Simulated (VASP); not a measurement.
Here is a VASP 6.6.1 calculation.

File INCAR:

```
PREC = Accurate ; ENCUT = 600
EDIFF = 1E-6 ; ISMEAR = -1
SIGMA = 0.05 ; LREAL = F
LASPH = T ; NELM = 60
ALGO = Normal ; ISIF = 2
LWAVE = F ; LCHARG = F
IBRION = 2 ; NSW = 40
EDIFFG = -0.005 ; KPAR = 8
```

Contents of KPOINTS:

```
Automatic mesh
0
Gamma
  6 6 4
```

File POSCAR:

```
HfO2                                    
1.0
    3.5355430030      0.0000000000     -0.0000000000
    0.0000000000      3.5355430030      0.0000000000
    0.0000000000      0.0000000000      5.0867686322
  Hf              O             
     2     4
Direct
     0.5000000000000000    0.5000000000000000    0.5000000000000000
     0.0000000000000000    0.0000000000000000    0.0000000000000000
     0.0000000000000000    0.5000000000000000    0.7061449916250184
     0.5000000000000000    0.0000000000000000    0.7938550083749816
     0.5000000000000000    0.0000000000000000    0.2938550083749812
     0.0000000000000000    0.5000000000000000    0.2061449916250186
```

Potentials or basis: VASP PAW LDA potentials, release 64 (Hf_pv, O).

Run with:

```sh
$ cat potpaw_LDA.64/Hf_pv/POTCAR potpaw_LDA.64/O/POTCAR > POTCAR
$ mpirun -np 8 vasp_std > vasp.out
```

Task: What does it give for the energy gained by relaxing?

Result: 0.2 meV/atom.

Task: Predict the band gap on the k mesh.

Result: 4.53 eV, indirect (least direct gap 4.62 eV).

Forces on the atoms (eV/Å):
```
Hf   0.000  0.000  0.000
Hf   0.000  0.000  0.000
O    0.000  0.000 -0.004
O    0.000  0.000  0.004
O    0.000  0.000  0.004
O    0.000  0.000 -0.004
```

Caveat: spin-orbit coupling is left out, which moves the levels of the heavy elements. A k mesh can miss the band edges.
